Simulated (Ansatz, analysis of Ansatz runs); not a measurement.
# LaOF (R-3m), nudged elastic band: Na_i hop between interstitial places (q = +1), part 3 of 4

Wanted: path and barrier of a jump of Na in LaOF (R-3m) at charge +1. The case: Na_i hop between interstitial places, in a cell of 36 host atoms with 1 Na put in.

Ansatz 0.2.0; plane-wave PAW DFT, PBEsol; nudged elastic band between two relaxed defect structures at fixed charge in a uniform background.

So far: The structure; Relaxation of the start point, charge +1; Relaxation of the end point, charge +1.

### Step 4. Nudged elastic band, charge +1

3 movable images are laid between the ends on a pair-potential path, which keeps atoms from colliding in the first guess. Each image feels the true force across the path and a spring force along it. The highest image is set to climb to the top of the path.

This step: plane-wave PAW DFT, PBEsol; nudged elastic band between two relaxed defect structures at fixed charge in a uniform background.

File qp1.neb/input.yaml:

```yaml
crystal:
  lattice:
    - [-4.01323029, 6.95111876, 0.0]
    - [-12.03969086, 0.0, 0.0]
    - [-2.00661514, 1.15851979, 6.68937331]
  atoms:
    - { symbol: La, position: [0.13057784, 0.08472454, 0.22590794] }
    - { symbol: La, position: [0.37290374, 0.24777384, 0.77175684] }
    - { symbol: O, position: [0.1921484, 0.12358697, 0.86934921] }
    - { symbol: O, position: [0.31281531, 0.20767174, 0.12831991] }
    - { symbol: F, position: [0.06483214, 0.0432498, 0.61068471] }
    - { symbol: F, position: [0.43773493, 0.29029434, 0.3863643] }
    - { symbol: La, position: [0.14298665, 0.41304761, 0.22011036] }
    - { symbol: La, position: [0.35742526, 0.58740641, 0.77926997] }
    - { symbol: O, position: [0.19072374, 0.45731692, 0.86982093] }
    - { symbol: O, position: [0.30970528, 0.54314713, 0.12957797] }
    - { symbol: F, position: [0.05687448, 0.37957619, 0.6092636] }
    - { symbol: F, position: [0.44358284, 0.62093219, 0.39009755] }
    - { symbol: La, position: [0.12754168, 0.75270095, 0.22758578] }
    - { symbol: La, position: [0.36986905, 0.91574702, 0.77341202] }
    - { symbol: O, position: [0.18760147, 0.79279642, 0.87102611] }
    - { symbol: O, position: [0.30829364, 0.87688603, 0.12996835] }
    - { symbol: F, position: [0.06271798, 0.71012885, 0.6129434] }
    - { symbol: F, position: [0.43570455, 0.95718206, 0.38858159] }
    - { symbol: La, position: [0.63083023, 0.08296349, 0.22721301] }
    - { symbol: La, position: [0.87659945, 0.23918725, 0.78059423] }
    - { symbol: O, position: [0.68950033, 0.12419387, 0.86933427] }
    - { symbol: O, position: [0.81169116, 0.20746026, 0.12998473] }
    - { symbol: F, position: [0.56359056, 0.04372044, 0.61159471] }
    - { symbol: F, position: [0.93063081, 0.29670113, 0.38944104] }
    - { symbol: La, position: [0.62799807, 0.4160963, 0.21246138] }
    - { symbol: La, position: [0.87241173, 0.58438082, 0.78688823] }
    - { symbol: O, position: [0.69179266, 0.45839964, 0.85881346] }
    - { symbol: O, position: [0.80862138, 0.54208065, 0.14049885] }
    - { symbol: F, position: [0.56861327, 0.37956237, 0.60753203] }
    - { symbol: F, position: [0.93174095, 0.62093761, 0.39176951] }
    - { symbol: La, position: [0.62384486, 0.76131969, 0.21871359] }
    - { symbol: La, position: [0.86962481, 0.91752392, 0.77210361] }
    - { symbol: O, position: [0.68877279, 0.79302841, 0.86935987] }
    - { symbol: O, position: [0.81095328, 0.87632265, 0.12994482] }
    - { symbol: F, position: [0.56978107, 0.70379688, 0.60997721] }
    - { symbol: F, position: [0.93687293, 0.95672794, 0.38773436] }
    - { symbol: Na, position: [0.75014492, 0.50029298, 0.49967767] }
total_charge: 1
basis:
  ecutwfc: 420
  xc_grid: 2
hamiltonian:
  xc: pbesol
kpoints:
  mp_grid: { grid: [1, 1, 1] }
scf:
  occupations: { method: fixed }
  max_iter: 80
output:
  forces: true
neb:
  images: 3
  f_tol: 0.05
  climbing: true
  initial_path: idpp
  max_iterations: 45
  order_check: false
  final_atoms:
    - { symbol: La, position: [0.14194641, 0.08105271, 0.22142466] }
    - { symbol: La, position: [0.35643855, 0.25526921, 0.78049092] }
[... 2 atom lines left out ...]
    - { symbol: F, position: [0.05597972, 0.04738899, 0.61068604] }
    - { symbol: F, position: [0.44238143, 0.28890734, 0.39127569] }
[... 4 atom lines left out ...]
    - { symbol: F, position: [0.06165574, 0.37806202, 0.61412877] }
    - { symbol: F, position: [0.43436383, 0.62519158, 0.38961824] }
[... 7 atom lines left out ...]
    - { symbol: La, position: [0.87156075, 0.2522206, 0.78823012] }
[... 1 atom line left out ...]
    - { symbol: O, position: [0.80789017, 0.20980701, 0.14191202] }
[... 1 atom line left out ...]
    - { symbol: F, position: [0.93071419, 0.28886725, 0.39314421] }
    - { symbol: La, position: [0.62277743, 0.42929196, 0.22007512] }
[... 1 atom line left out ...]
    - { symbol: O, position: [0.68795474, 0.46080887, 0.87098687] }
    - { symbol: O, position: [0.80996813, 0.54426287, 0.13151479] }
    - { symbol: F, position: [0.56854855, 0.37193729, 0.61131386] }
[... 7 atom lines left out ...]
    - { symbol: Na, position: [0.74916148, 0.16816027, 0.50092518] }
```

Run with:

```bash
> ansatz run input.yaml --threads 4 --pin off --max-ram 7536MiB --backend cpu --events-out ev --progress --plain --runs-dir out
```

Numbers of over 12 decimals in the logs are rounded to 6 here.

The log of the run:

```text
[...]
Warning: neb: disabling space-group detection — the band's intermediate images generally break the endpoint symmetry, so no spatial operation reduces the k-mesh or symmetrises the density, except that a semilocal band can use its path's symmetry ahead of [...]
[...]
parallel-image band execution: 3 concurrent image workers
NEB image 0
Crystal: 37 atoms, lattice volume = 559.829 Å³
Basis set: ecut = 420 eV, 10937 PW (Γ), exchange–correlation on 108×162×96 points (8 copies of the dense FFT grid, shifted against one another)
Bands: 185, of which v1, the nominal top of the filled ones, is band 148 counted from 1 (147 counted from 0)
Symmetry: 1 space group operations
k-points: 1
[...]
SCF iter   1: F=—  HF=-91832.307910 eV  |F-HF|=—  |Δ(HF+E_count)|=         —  Δρ=8.38e-3  dr2=4.02e-1  ethr=1.77e-3  ⟨swp⟩=5.0  Hψ=576  notcnv=0  defer=32
[...]
SCF iter  10: F=-91832.224004 eV  HF=-91832.224004 eV  |F-HF|=1.72e-8  |Δ(HF+E_count)|=   2.39e-7  Δρ=1.76e-6  dr2=1.71e-8  ethr=3.38e-11  ⟨swp⟩=4.0  Hψ=630  notcnv=0
SCF 1 converged in 10 iterations: F = -91832.224004 eV  dr2 = 1.71e-8
[...]
NSCF: frozen V_eff on 1 k-points
NEB image 4
SCF iter   1: F=—  HF=-91832.307695 eV  |F-HF|=—  |Δ(HF+E_count)|=         —  Δρ=8.37e-3  dr2=4.02e-1  ethr=1.77e-3  ⟨swp⟩=5.0  Hψ=576  notcnv=0  defer=32
[...]
SCF iter  10: F=-91832.223897 eV  HF=-91832.223897 eV  |F-HF|=1.75e-8  |Δ(HF+E_count)|=   2.33e-7  Δρ=1.67e-6  dr2=1.62e-8  ethr=3.38e-11  ⟨swp⟩=4.0  Hψ=630  notcnv=0
SCF 2 converged in 10 iterations: F = -91832.223897 eV  dr2 = 1.62e-8
[...]
NEB end point (image 0): max|allowed force component| = 6.074e-3 eV/Å (the criterion of neb.relax_end_points is 1.000e-2)
NEB end point (image 4): max|allowed force component| = 1.060e-2 eV/Å (the criterion of neb.relax_end_points is 1.000e-2)
NEB image 1
SCF iter   1: F=—  HF=-91830.177770 eV  |F-HF|=—  |Δ(HF+E_count)|=         —  Δρ=8.33e-3  dr2=3.93e-1  ethr=1.77e-3  ⟨swp⟩=7.0  Hψ=596  notcnv=0  defer=32
[...]
SCF iter  10: F=-91830.097788 eV  HF=-91830.097788 eV  |F-HF|=1.23e-8  |Δ(HF+E_count)|=   2.15e-7  Δρ=1.54e-6  dr2=1.45e-8  ethr=3.38e-11  ⟨swp⟩=4.0  Hψ=631  notcnv=0
SCF 3 converged in 10 iterations: F = -91830.097788 eV  dr2 = 1.45e-8
NEB image 2
SCF iter   1: F=—  HF=-91827.476357 eV  |F-HF|=—  |Δ(HF+E_count)|=         —  Δρ=9.10e-3  dr2=5.05e-1  ethr=1.77e-3  ⟨swp⟩=7.0  Hψ=593  notcnv=0  defer=31
[...]
SCF iter  10: F=-91827.369555 eV  HF=-91827.369555 eV  |F-HF|=3.79e-8  |Δ(HF+E_count)|=   1.16e-7  Δρ=4.33e-6  dr2=8.10e-8  ethr=3.38e-11  ⟨swp⟩=4.0  Hψ=633  notcnv=0
SCF 4 converged in 10 iterations: F = -91827.369555 eV  dr2 = 8.10e-8
NEB image 3
SCF iter   1: F=—  HF=-91830.182132 eV  |F-HF|=—  |Δ(HF+E_count)|=         —  Δρ=8.39e-3  dr2=4.07e-1  ethr=1.77e-3  ⟨swp⟩=6.0  Hψ=591  notcnv=0  defer=32
[...]
SCF iter   9: F=-91830.099381 eV  HF=-91830.099381 eV  |F-HF|=1.86e-7  |Δ(HF+E_count)|=   9.00e-7  Δρ=3.47e-6  dr2=9.83e-8  ethr=3.38e-11  ⟨swp⟩=3.0  Hψ=772  notcnv=0
SCF 5 converged in 9 iterations: F = -91830.099381 eV  dr2 = 9.83e-8
NEB iter   1: max|band force component| = 4.369e0 eV/Å  barrier→ = 4.8544 eV  barrier← = 4.8543 eV  Δτ_max = 0.2000 Å  (49 SCF iters)
NEB image 1
[...]
iter 1 solved again at ethr=7.47e-4 eV; its pass at ethr=3.10e-3 eV (dr2=2.21e0 eV) is discarded
[...]
SCF iter  11: F=-91830.323937 eV  HF=-91830.323937 eV  |F-HF|=4.05e-9  |Δ(HF+E_count)|=   1.11e-7  Δρ=2.99e-6  dr2=4.18e-8  ethr=3.38e-11  ⟨swp⟩=4.0  Hψ=633  notcnv=0
SCF 6 converged in 11 iterations: F = -91830.323937 eV  dr2 = 4.18e-8
NEB image 2
[...]
SCF iter  11: F=-91828.046315 eV  HF=-91828.046315 eV  |F-HF|=1.51e-9  |Δ(HF+E_count)|=   1.31e-7  Δρ=3.42e-6  dr2=5.50e-8  ethr=3.38e-11  ⟨swp⟩=4.0  Hψ=633  notcnv=0
SCF 7 converged in 11 iterations: F = -91828.046315 eV  dr2 = 5.50e-8
NEB image 3
[...]
SCF iter  11: F=-91830.313420 eV  HF=-91830.313420 eV  |F-HF|=4.18e-9  |Δ(HF+E_count)|=   1.34e-7  Δρ=3.32e-6  dr2=4.76e-8  ethr=3.38e-11  ⟨swp⟩=4.0  Hψ=633  notcnv=0
SCF 8 converged in 11 iterations: F = -91830.313420 eV  dr2 = 4.76e-8
NEB iter   2: max|band force component| = 1.318e0 eV/Å  barrier→ = 4.1777 eV  barrier← = 4.1776 eV  Δτ_max = 0.1230 Å  (33 SCF iters)
NEB image 1
[...]
SCF iter  10: F=-91830.810012 eV  HF=-91830.810012 eV  |F-HF|=2.46e-8  |Δ(HF+E_count)|=   2.77e-7  Δρ=1.71e-6  dr2=2.78e-8  ethr=3.38e-11  ⟨swp⟩=4.0  Hψ=619  notcnv=0
SCF 9 converged in 10 iterations: F = -91830.810012 eV  dr2 = 2.78e-8
NEB image 2
[...]
SCF iter  10: F=-91828.804891 eV  HF=-91828.804891 eV  |F-HF|=7.73e-9  |Δ(HF+E_count)|=   3.71e-7  Δρ=3.04e-6  dr2=5.58e-8  ethr=3.38e-11  ⟨swp⟩=5.0  Hψ=634  notcnv=0
SCF 10 converged in 10 iterations: F = -91828.804891 eV  dr2 = 5.58e-8
NEB image 3
[...]
SCF iter  10: F=-91830.794549 eV  HF=-91830.794549 eV  |F-HF|=2.61e-8  |Δ(HF+E_count)|=   3.01e-7  Δρ=1.94e-6  dr2=3.16e-8  ethr=3.38e-11  ⟨swp⟩=4.0  Hψ=633  notcnv=0
SCF 11 converged in 10 iterations: F = -91830.794549 eV  dr2 = 3.16e-8
NEB iter   3: max|band force component| = 7.057e-1 eV/Å  barrier→ = 3.4191 eV  barrier← = 3.4190 eV  Δτ_max = 0.1279 Å  (30 SCF iters)
[... from here on, the SCF cycles and remarks between the steps are left out ...]
NEB iter   4: max|band force component| = 4.345e-1 eV/Å  barrier→ = 3.2692 eV  barrier← = 3.2691 eV  CI = image 2  Δτ_max = 0.1946 Å  (27 SCF iters)
NEB iter   5: max|band force component| = 2.544e-1 eV/Å  barrier→ = 3.1279 eV  barrier← = 3.1278 eV  CI = image 2  Δτ_max = 0.1935 Å  (27 SCF iters)
NEB iter   6: max|band force component| = 3.464e-1 eV/Å  barrier→ = 3.0283 eV  barrier← = 3.0282 eV  CI = image 2  Δτ_max = 0.1241 Å  (28 SCF iters)
NEB iter   7: max|band force component| = 2.577e-1 eV/Å  barrier→ = 2.9671 eV  barrier← = 2.9670 eV  CI = image 2  Δτ_max = 0.1326 Å  (27 SCF iters)
NEB iter   8: max|band force component| = 1.998e-1 eV/Å  barrier→ = 2.9083 eV  barrier← = 2.9082 eV  CI = image 2  Δτ_max = 0.1964 Å  (27 SCF iters)
NEB iter   9: max|band force component| = 2.330e-1 eV/Å  barrier→ = 2.8452 eV  barrier← = 2.8451 eV  CI = image 2  Δτ_max = 0.0994 Å  (28 SCF iters)
NEB iter  10: max|band force component| = 2.950e-1 eV/Å  barrier→ = 2.8155 eV  barrier← = 2.8154 eV  CI = image 2  Δτ_max = 0.0499 Å  (27 SCF iters)
NEB iter  11: max|band force component| = 1.094e-1 eV/Å  barrier→ = 2.8038 eV  barrier← = 2.8037 eV  CI = image 2  Δτ_max = 0.0995 Å  (25 SCF iters)
NEB iter  12: max|band force component| = 6.595e-2 eV/Å  barrier→ = 2.7922 eV  barrier← = 2.7921 eV  CI = image 2  Δτ_max = 0.0187 Å  (24 SCF iters)
NEB image 1
[...]
SCF iter   7: F=-91830.872396 eV  HF=-91830.872396 eV  |F-HF|=6.18e-9  |Δ(HF+E_count)|=   3.35e-8  Δρ=1.63e-6  dr2=1.69e-8  ethr=3.38e-11  ⟨swp⟩=4.0  Hψ=633  notcnv=0
SCF 39 converged in 7 iterations: F = -91830.872396 eV  dr2 = 1.69e-8
NEB image 2
[...]
SCF iter   7: F=-91829.433352 eV  HF=-91829.433352 eV  |F-HF|=2.58e-8  |Δ(HF+E_count)|=   2.00e-7  Δρ=3.29e-6  dr2=6.88e-8  ethr=3.38e-11  ⟨swp⟩=4.0  Hψ=633  notcnv=0
SCF 40 converged in 7 iterations: F = -91829.433352 eV  dr2 = 6.88e-8
NEB image 3
[...]
SCF iter   7: F=-91830.798596 eV  HF=-91830.798596 eV  |F-HF|=1.16e-10  |Δ(HF+E_count)|=   1.01e-8  Δρ=1.63e-6  dr2=1.58e-8  ethr=3.38e-11  ⟨swp⟩=4.0  Hψ=555  notcnv=0
SCF 41 converged in 7 iterations: F = -91830.798596 eV  dr2 = 1.58e-8
NEB image 1
[...]
NEB image 3
[...]
NEB image 2
[...]
the band table was solved once a step of the walk had ended and its energy, with any forces and stress, was formed, with the checks that follow a solve (1048 applications of the Hamiltonian). They found nothing against the state; [...]
NEB iter  13: max|band force component| = 4.283e-2 eV/Å  barrier→ = 2.7907 eV  barrier← = 2.7905 eV  CI = image 2  Δτ_max = 0.0000 Å  (21 SCF iters)
SCF converged after 7 iterations
Free energy (F): -91829.433352 eV
[...]
Internal energy: -91829.433352 eV  (E = F + TS)
E sigma→0 (E₀):  -91829.433352 eV
Fermi energy:    8.570422 eV
[...]
--- Forces (eV/Å), atoms counted from 1 ---
  atom   1  La     0.00380272     0.02166537    -0.00746090
  atom   2  La    -0.02471800    -0.01205573     0.00122519
  [... 3 atoms left out ...]
  atom   6  F     -0.00608862     0.00363223    -0.00698568
  [... 4 atoms left out ...]
  atom  11  F      0.00762704    -0.00660091     0.00874333
  atom  12  F     -0.00979953     0.00361847    -0.01573962
  [... 7 atoms left out ...]
  atom  20  La     0.00909873    -0.01672221    -0.01953751
  [... 3 atoms left out ...]
  atom  24  F      0.00466428    -0.00452135    -0.00083794
  atom  25  La     0.03427373    -0.00587549    -0.02479456
  [... 1 atom left out ...]
  atom  27  O      0.00191551     0.00898423     0.02753795
  atom  28  O     -0.00636889    -0.02379269    -0.01215733
  atom  29  F     -0.01017937     0.01772801    -0.02684051
  [... 7 atoms left out ...]
  atom  37  Na     0.01562488    -0.02430872     0.03153300
  max |Σ_I F_I| component: 1.26e-4 eV/Å
--- Band table (eV) ---
[...]
this run last wrote the band of iteration 13 to <dir>
--- NEB band (5 images, 13 band iterations, 373 SCF iterations) ---
  forward barrier  = 2.790651 eV
  backward barrier = 2.790545 eV
  climbing image's point = of an order that was not read
  energies are F+E_penalty+E_count in eV, relative to image 0
  image     s (Å)  Δ vs image 0  max|band force component| (eV/Å)
      0    0.0000      0.000000                                 —
      1    1.3723      1.351608                          2.720e-2
  *   2    2.7445      2.790651                          4.283e-2
      3    4.2279      1.425407                          1.935e-2
      4    5.7112      0.000106                                 —
  climbing-image geometry (image 2):
  cell:  # Å, volume = 559.8291 Å³
    - [-4.01323029, 6.95111876, 0.0]
    - [-12.03969086, 0.0, 0.0]
    - [-2.00661514, 1.15851979, 6.68937331]
  atoms:
    - { symbol: La, position: [0.149571, 0.074321, 0.237420] }
    - { symbol: La, position: [0.371337, 0.251185, 0.769641] }
    - { symbol: O, position: [0.193953, 0.119193, 0.884821] }
    - { symbol: O, position: [0.322446, 0.210646, 0.110076] }
    - { symbol: F, position: [0.054089, 0.034722, 0.626275] }
    - { symbol: F, position: [0.423712, 0.300704, 0.376982] }
    - { symbol: La, position: [0.132169, 0.418885, 0.212535] }
    - { symbol: La, position: [0.348584, 0.593724, 0.754396] }
    - { symbol: O, position: [0.181331, 0.462882, 0.861221] }
    - { symbol: O, position: [0.275877, 0.556470, 0.112433] }
    - { symbol: F, position: [0.046169, 0.386269, 0.630607] }
    - { symbol: F, position: [0.415620, 0.628290, 0.380318] }
    - { symbol: La, position: [0.107720, 0.762756, 0.223435] }
    - { symbol: La, position: [0.365242, 0.914768, 0.778250] }
    - { symbol: O, position: [0.179391, 0.795608, 0.868642] }
    - { symbol: O, position: [0.309384, 0.872492, 0.135044] }
    - { symbol: F, position: [0.044647, 0.718038, 0.608100] }
    - { symbol: F, position: [0.443718, 0.953747, 0.392663] }
    - { symbol: La, position: [0.621987, 0.088504, 0.232018] }
    - { symbol: La, position: [0.883093, 0.241525, 0.816784] }
    - { symbol: O, position: [0.696527, 0.130120, 0.881944] }
    - { symbol: O, position: [0.817463, 0.226131, 0.164063] }
    - { symbol: F, position: [0.560244, 0.047041, 0.617898] }
    - { symbol: F, position: [1.109375, 0.221073, 0.453412] }
    - { symbol: La, position: [0.570051, 0.446158, 0.193785] }
    - { symbol: La, position: [0.860327, 0.583441, 0.771968] }
    - { symbol: O, position: [0.666194, 0.465129, 0.859209] }
    - { symbol: O, position: [0.804353, 0.521774, 0.156005] }
    - { symbol: F, position: [0.568271, 0.375043, 0.599042] }
    - { symbol: F, position: [0.928549, 0.623845, 0.387663] }
    - { symbol: La, position: [0.626994, 0.748300, 0.228187] }
    - { symbol: La, position: [0.860027, 0.920309, 0.777707] }
    - { symbol: O, position: [0.685254, 0.785049, 0.878443] }
    - { symbol: O, position: [0.796184, 0.880893, 0.130685] }
    - { symbol: F, position: [0.553775, 0.711720, 0.609189] }
    - { symbol: F, position: [0.930064, 0.962602, 0.380890] }
    - { symbol: Na, position: [0.835063, 0.331781, 0.409832] }
```

Run time: 69 s. Hardware: 4 threads of Intel Xeon 6975P-C (Granite Rapids), shared host; peak memory 1.6 GiB; 3.4 min of CPU time.

(Part 3 of 4 ends here.)

[Logs are printed without paths, hosts, clocks, repeated set-up lines and the standing remarks that a program may print on its own settings, such as how far it seeks lower states.]

[Hosts, paths, dates, database ids (printed as entryN), source tags and the programs' standing remarks are cut or masked in the printed files.]
